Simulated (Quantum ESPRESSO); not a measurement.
Crystal: Al2Au.

```xyz
3
Lattice="0.0000 3.0000 3.0000 3.0000 0.0000 3.0000 3.0000 3.0000 0.0000" Properties=species:S:1:pos:R:3 pbc="T T T"
Au    0.0000    0.0000    0.0000
Al    4.5000    4.5000    4.5000
Al    1.5000    1.5000    1.5000
```

* Program: Quantum ESPRESSO 7.5
* Task: phonons
* Functional: PBEsol
* Potentials or basis: GBRV 1.5 PBEsol
* Cutoff: 612 eV
* Density cutoff: 4898 eV
* k mesh: 8 × 8 × 8
* Occupations: methfessel-paxton, width 0.272 eV
* Spin: no spin polarisation
* Mixing beta: 0.5
* Most SCF iterations: 120
* SCF threshold: 6e-10 Ry

The cell and the atoms were relaxed first, to 17.98 Å³/atom (a = 4.241 Å, b = 4.241 Å, c = 4.241 Å, α = 60.00°, β = 60.00°, γ = 60.00°), and the response was taken there.

Task: Where do the zone-centre optical modes lie?

Result: T1u at 229 cm⁻¹ (IR); T2g at 265 cm⁻¹ (Raman).

Optical modes at Γ, degenerate ones joined:
```csv
cm⁻¹,components,symmetry,active in
229,3,T1u,IR
265,3,T2g,Raman
```
